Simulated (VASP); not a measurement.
A run of VASP 6.6.1 is set up as follows.

File INCAR:

```
SYSTEM = Sn
ALGO = Fast
EDIFF = 1E-7
EDIFFG = -0.01
ENCUT = 300
GGA = PE
IBRION = 2
ISIF = 2
ISMEAR = 0
LASPH = .True.
LCHARG = .False.
LREAL = .False.
LWAVE = .False.
NELM = 80
NSW = 40
PREC = Accurate
SIGMA = 0.03
```

File KPOINTS:

```
k-points
0
Gamma
  5 5 5
  0 0 0
```

The input POSCAR:

```
Sn                                      
1.0
    0.0000000000      3.3095062048      3.3095062048
    3.3095062048      0.0000000000      3.3095062048
    3.3095062048      3.3095062048      0.0000000000
  Sn            
     2
Direct
     0.0000000000000000    0.0000000000000000    0.0000000000000000
     0.2500000000000000    0.2500000000000000    0.2500000000000000
```

Potentials or basis: VASP PAW PBE potentials, release 64 (Sn).

Launch:

```sh
$ cat potpaw_PBE.64/Sn/POTCAR > POTCAR
$ mpirun -np 1 vasp_std > vasp.out
```

Problem. Predict the band gap on the k mesh.

Solution. None (metal or under the smearing width).

Final structure:
```yaml
crystal:
  lattice:
    - [0.00000, 3.30951, 3.30951]
    - [3.30951, 0.00000, 3.30951]
    - [3.30951, 3.30951, 0.00000]
  atoms:
    - { symbol: Sn, position: [0.00000, 0.00000, 0.00000] }
    - { symbol: Sn, position: [0.25000, 0.25000, 0.25000] }
```

Caveat: the relaxation stopped at its first step, so nothing moved.
